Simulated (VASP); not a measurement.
# PtSe2 in VASP: relaxation of cell and atoms with r2SCAN+rVV10

Aim: the relaxation of cell and atoms of PtSe2 with r2SCAN+rVV10.

Program: VASP 6.6.1. These are calculated values, not measurements. Logs are shortened: lines on timing, memory, paths and dates and some standing lists are left out, and cuts for length are marked.

## 1. The structure

The cell holds a sheet with vacuum, 3 atoms: a = 3.730 Å, b = 3.730 Å, c = 18.620 Å, α = 90.00°, β = 90.00°, γ = 120.00°.

The cell was built by a generator and needn't be a form met in nature.

## 2. Relaxation of cell and atoms, r2SCAN+rVV10

INCAR

```
ALGO = Normal ; BPARAM = 11.95
CPARAM = 0.0093 ; EDIFF = 1E-6
EDIFFG = -0.005 ; ENCUT = 600
IBRION = 2 ; ISIF = 3
ISMEAR = 0 ; IVDW_NL = 2
KPAR = 4 ; LASPH = T
LATTICE_CONSTRAINTS = .TRUE. .TRUE. .FALSE. ; LCHARG = F
LMIXTAU = T ; LREAL = F
LUSE_VDW = T ; LWAVE = F
METAGGA = R2SCAN ; NELM = 120
NSW = 40 ; PREC = Accurate
SIGMA = 0.03
```

KPOINTS

```
k-points
0
Gamma
  12 12 1
```

POSCAR

```
PtSe2
1.0
    3.7300000000      0.0000000000      0.0000000000
   -1.8650000000      3.2302747600      0.0000000000
    0.0000000000      0.0000000000     18.6200000000
Se Pt
2 1
Direct
    0.3333330000      0.6666670000      0.4296455400
    0.6666670000      0.3333330000      0.5703544600
    0.0000000000      0.0000000000      0.5000000000
```

Potentials or basis: VASP PAW PBE potentials, release 64 (Se, Pt).

Started as:

```bash
$ cat potpaw_PBE.64/Se/POTCAR potpaw_PBE.64/Pt/POTCAR > POTCAR
$ mpirun -np 4 vasp_std > vasp.out
```

OUTCAR:

```text
BPARAM = 11.95
   EDIFF = 1E-6
   EDIFFG = -0.005
   ENCUT = 600
   IBRION = 2
   ISIF = 3
   ISMEAR = 0
   IVDW_NL = 2
   LASPH = T
   LREAL = F
   METAGGA = R2SCAN
   NELM = 120
   NSW = 40
   PREC = Accurate

 ion  position               nearest neighbor table
   1  0.333  0.667  0.430-   3 2.52   3 2.52   3 2.52
   2  0.667  0.333  0.570-   3 2.52   3 2.52   3 2.52
   3  0.000  0.000  0.500-   1 2.52   2 2.52   2 2.52   1 2.52   2 2.52   1 2.52

  LATTYP: Found a hexagonal cell.
 ALAT       =     3.7300000000
 C/A-ratio  =     4.9919571046

  Lattice vectors:

 A1 = (   3.7300000000,   0.0000000000,   0.0000000000)
 A2 = (  -1.8650000000,   3.2302747600,   0.0000000000)
 A3 = (   0.0000000000,   0.0000000000,  18.6200000000)

Analysis of symmetry for initial positions (statically):
=====================================================================
 Subroutine PRICEL returns:
 Original cell was already a primitive cell.

 Routine SETGRP: Setting up the symmetry group for a
 hexagonal supercell.

 Subroutine GETGRP returns: Found 12 space group operations
 (whereof 12 operations were pure point group operations)
 out of a pool of 24 trial point group operations.

The static configuration has the point symmetry D_3d.

Analysis of symmetry for dynamics (positions and initial velocities):
=====================================================================
 Subroutine PRICEL returns:
 Original cell was already a primitive cell.

 Routine SETGRP: Setting up the symmetry group for a
 hexagonal supercell.

 Subroutine GETGRP returns: Found 12 space group operations
 (whereof 12 operations were pure point group operations)
 out of a pool of 24 trial point group operations.

The dynamic configuration has the point symmetry D_3d.

 Subroutine INISYM returns: Found 12 space group operations
 (whereof 12 operations are pure point group operations),
 and found     1 'primitive' translations

----------------------------------------------------------------------------------------

                                     Primitive cell

  volume of cell :     224.3510

  direct lattice vectors                    reciprocal lattice vectors
     3.730000000  0.000000000  0.000000000     0.268096515  0.154785595  0.000000000
    -1.865000000  3.230274760  0.000000000     0.000000000  0.309571190  0.000000000
     0.000000000  0.000000000 18.620000000     0.000000000  0.000000000  0.053705693

  length of vectors
     3.730000000  3.730000003 18.620000000     0.309571190  0.309571190  0.053705693

  position of ions in fractional coordinates (direct lattice)
     0.333333000  0.666667000  0.429645540
     0.666667000  0.333333000  0.570354460
     0.000000000  0.000000000  0.500000000

  ion indices of the primitive-cell ions
   primitive index   ion index
                 1           1
                 2           2
                 3           3

----------------------------------------------------------------------------------------

 KPOINTS: k-points

Automatic generation of k-mesh.
 Grid dimensions read from file:
 generate k-points for:   12   12    1

 Generating k-lattice:

  Cartesian coordinates                     Fractional coordinates (reciprocal lattice)
     0.022341376  0.012898800  0.000000000     0.083333333  0.000000000  0.000000000
     0.000000000  0.025797599  0.000000000     0.000000000  0.083333333  0.000000000
     0.000000000  0.000000000  0.053705693     0.000000000  0.000000000  1.000000000

  Length of vectors
     0.025797599  0.025797599  0.053705693

  Shift w.r.t. Gamma in fractional coordinates (k-lattice)
     0.000000000  0.000000000  0.000000000

 Subroutine IBZKPT returns following result:
 ===========================================

 Found     19 irreducible k-points:

 Following reciprocal coordinates:
            Coordinates               Weight
  0.000000  0.000000  0.000000      1.000000
  0.083333  0.000000  0.000000      6.000000
  0.166667 -0.000000  0.000000      6.000000
  0.250000  0.000000  0.000000      6.000000
  0.333333 -0.000000  0.000000      6.000000
  0.416667 -0.000000  0.000000      6.000000
[... 11 lines left out ...]
  0.333333  0.250000  0.000000     12.000000
  0.333333  0.333333  0.000000      2.000000
   k-points           NKPTS =     19   k-points in BZ     NKDIM =     19   number of bands    NBANDS=     15
   number of dos      NEDOS =    301   number of ions     NIONS =      3
   total plane-waves  NPLWV = 135000
   dimension x,y,z NGX =    30 NGY =   30 NGZ =  150
   dimension x,y,z NGXF=    60 NGYF=   60 NGZF=  300
   ions per type =               2   1
   NGX,Y,Z   is equivalent  to a cutoff of  13.37, 13.37, 13.39 a.u.
   NGXF,Y,Z  is equivalent  to a cutoff of  26.74, 26.74, 26.79 a.u.
 SYSTEM =  unknown system
   PREC   = accura    normal or accurate (medium, high low for compatibility)
   ISTART =      0    job   : 0-new  1-cont  2-samecut
   ICHARG =      2    charge: 1-file 2-atom 10-const
   ISPIN  =      1    spin polarized calculation?
   LNONCOLLINEAR =      F non collinear calculations
   LSORBIT =      F    spin-orbit coupling
   LASPH  =      T    aspherical Exc in radial PAW
   ENCUT  =  600.0 eV  44.10 Ry    6.64 a.u.   7.45  7.45 37.19*2*pi/ulx,y,z
   NELM   =    120;   NELMIN=  2; NELMDL= -5     # of ELM steps
   EDIFF  = 0.1E-05   stopping-criterion for ELM
   LREAL  =      F    real-space projection
   EDIFFG = -.5E-02   stopping-criterion for IOM
   NSW    =     40    number of steps for IOM
   IBRION =      2    ionic relax: 0-MD 1-quasi-New 2-CG
   NFREE  =      1    steps in history (QN), initial steepest desc. (CG)
   ISIF   =      3    stress and relaxation
   ISYM   =      2    0-nonsym 1-usesym 2-fastsym
   POTIM  = 0.5000    time-step for ionic-motion
   TEBEG  =    0.0;   TEEND  =   0.0 temperature during run
   PSTRESS=    0.0 pullay stress
   NELECT =      22.0000    total number of electrons
   NUPDOWN=      -1.0000    fix difference up-down
   EMIN   =  10.00;   EMAX   =-10.00  energy-range for DOS
   EFERMI =   0.00;   METHOD = LEGACY
   ISMEAR =     0;   SIGMA  =   0.03  broadening in eV -4-tet -1-fermi 0-gaus
   EFERMI_NEDOS =   21; number of points for ismear=-14 and -15
   IALGO  =     38    algorithm
   IMIX   =      4    mixing-type and parameters
     AMIX     =   0.40;   BMIX     =  1.00
     AMIX_MAG =   1.60;   BMIX_MAG =  1.00
  volume/ion in A,a.u.               =      74.78       504.67
  Fermi-wavevector in a.u.,A,eV,Ry     =   0.754930  1.426610  7.754213  0.569919
  Thomas-Fermi vector in A             =   1.852709
   LORBIT       =      0    0 simple, 1 ext, 2 COOP (PROOUT), +10 PAW based schemes
   METAGGA = R2SCAN    functional components
   LHFCALC =     F    Hartree Fock is set to
   AEXX    =    0.0000 exact exchange contribution
   IVDW_NL    =     2    kernel type
   BPARAM     =11.9500
   IVDW    =     0    specifies the selected vdW correction
   LEPSILON=     F    determine dielectric tensor
   LRPA    =     F    only Hartree local field effects (RPA)
 conjugate gradient relaxation of ions
 non-spin polarized calculation
 Gauss-broadening in eV      SIGMA  =   0.03
  energy-cutoff  :      600.00
  volume of cell :      224.35
 maximum number of plane-waves:      7529
 NGX is ok and might be reduce to    30
   NGX = 15   NGY = 15   NGZ = 75

--------------------------------------- Ionic step        1  -------------------------------------------

 number of electron      22.0000000 magnetization

 Free energy of the ion-electron system (eV)
  ---------------------------------------------------
  ext. energy  EPLUGINS =         0.00000000
  ---------------------------------------------------
  free energy    TOTEN  =       -80.74707684 eV

  energy without entropy =      -80.74707684  energy(sigma->0) =      -80.74707684

------------------------ aborting loop because EDIFF is reached ----------------------------------------

  FORCE on cell =-STRESS in cart. coord.  units (eV):
  Direction    XX          YY          ZZ          XY          YZ          ZX
  --------------------------------------------------------------------------------------
  -------------------------------------------------------------------------------------
  Total       -0.9887173     -0.9887173     -0.2012742      0.0000000      0.0000000     -0.0000000
  in kB       -7.0608133     -7.0608133     -1.4373774      0.0000000      0.0000000     -0.0000000
  external PRESSURE =      -5.1863347 kB  Pullay stress =       0.0000000 kB

 VOLUME and BASIS-vectors are now :
 -----------------------------------------------------------------------------
  energy-cutoff  :      600.00
  volume of cell :      224.35
      direct lattice vectors                 reciprocal lattice vectors
     3.730000000  0.000000000  0.000000000     0.268096515  0.154785595  0.000000000
    -1.865000000  3.230274760  0.000000000     0.000000000  0.309571190  0.000000000
     0.000000000  0.000000000 18.620000000     0.000000000  0.000000000  0.053705693
[... 149 lines left out ...]
 POSITION                                       TOTAL-FORCE (eV/Angst)
 -----------------------------------------------------------------------------------
     -0.00000      2.13031      7.98466        -0.000000      0.000000     -0.005325
      1.84491      1.06516     10.63534         0.000000      0.000000      0.005325
      0.00000     -0.00000      9.31000         0.000000      0.000000      0.000000
 -----------------------------------------------------------------------------------
    total drift:                                0.000000     -0.000000      0.000000

  FREE ENERGIE OF THE ION-ELECTRON SYSTEM (eV)
  ---------------------------------------------------
  free  energy   TOTEN  =       -80.7568438235 eV

  energy  without entropy=      -80.7568438235  energy(sigma->0) =      -80.75684382

--------------------------------------- Ionic step        6  -------------------------------------------

 number of electron      21.9999998 magnetization

 Free energy of the ion-electron system (eV)
  ---------------------------------------------------
  ext. energy  EPLUGINS =         0.00000000
  ---------------------------------------------------
  free energy    TOTEN  =       -80.75686154 eV

  energy without entropy =      -80.75686154  energy(sigma->0) =      -80.75686154

 E-fermi :  -2.7122     XC(G=0):  -3.6904

 val. band max:       -2.8706035431   @ k =   0.0833   0.0000   0.0000
 cond. band min:      -1.2958408336   @ k =   0.2500   0.0000   0.0000
 fundamental gap:      1.5747627095
 Fermi energy:        -2.7121755401

 k-point     1 :       0.0000    0.0000    0.0000
  band No.  band energies     occupation
      1     -17.5141      2.00000
      2     -15.6422      2.00000
      3      -8.2885      2.00000
      4      -8.2023      2.00000
      5      -8.2023      2.00000
      6      -5.9385      2.00000
      7      -5.9385      2.00000
      8      -4.2445      2.00000
      9      -3.5752      2.00000
     10      -2.8728      2.00000
     11      -2.8728      2.00000
     12       0.3010      0.00000
     13       0.3010      0.00000
     14       2.3041      0.00000
     15       2.9565      0.00000
[... 344 lines left out ...]
 POSITION                                       TOTAL-FORCE (eV/Angst)
 -----------------------------------------------------------------------------------
     -0.00000      2.12997      7.98389         0.000000     -0.000000      0.000572
      1.84461      1.06498     10.63611        -0.000000      0.000000     -0.000572
      0.00000     -0.00000      9.31000         0.000000      0.000000      0.000000
 -----------------------------------------------------------------------------------
    total drift:                                0.000000      0.000000      0.000000

  FREE ENERGIE OF THE ION-ELECTRON SYSTEM (eV)
  ---------------------------------------------------
  free  energy   TOTEN  =       -80.7568615352 eV

  energy  without entropy=      -80.7568615352  energy(sigma->0) =      -80.75686154

 reached required accuracy - stopping structural energy minimisation
```

Run time: 50 min. Hardware: 4 MPI ranks of Intel Xeon Platinum 8488C (Sapphire Rapids), shared host; peak memory 0.93 GiB.

Results:

```
Free energy                            : -80.7569 eV
Relaxed volume                         : 73.16 Å³/atom
Relaxed cell                           : a = 3.689 Å, b = 3.689 Å, c = 18.620 Å, α = 90.00°, β = 90.00°, γ = 120.00°
Space group after relaxing (to 0.05 Å) : P-3m1 (No. 164)
Energy gained by relaxing              : 3.3 meV/atom
Ionic steps                            : 6
Band gap on the k mesh                 : 1.57 eV, indirect (least direct gap 1.90 eV)
```

The path:
| step | energy change (eV) | largest force (eV/Å) | pressure (GPa) | volume (Å³) |
| --- | --- | --- | --- | --- |
| 1 | 0.0000 | 0.0720 | -0.52 | 224.35 |
| 2 | 0.0035 | 0.3881 | 0.83 | 217.27 |
| 3 | -0.0074 | 0.1286 | 0.06 | 221.10 |
| 4 | -0.0084 | 0.0900 | 0.05 | 220.61 |
| 5 | -0.0098 | 0.0053 | 0.00 | 219.54 |
| 6 | -0.0098 | 0.0006 | 0.00 | 219.47 |

Final structure:
```
CELL_PARAMETERS angstrom
3.68921 0.00000 0.00000
-1.84461 3.19495 0.00000
0.00000 0.00000 18.62000
ATOMIC_POSITIONS crystal
Se 0.33333 0.66667 0.42878
Se 0.66667 0.33333 0.57122
Pt 0.00000 0.00000 0.50000
```

Caveat: the PAW data sets were made with another functional, which shifts forces and pressure a little; spin-orbit coupling is left out, which moves the levels of the heavy elements.
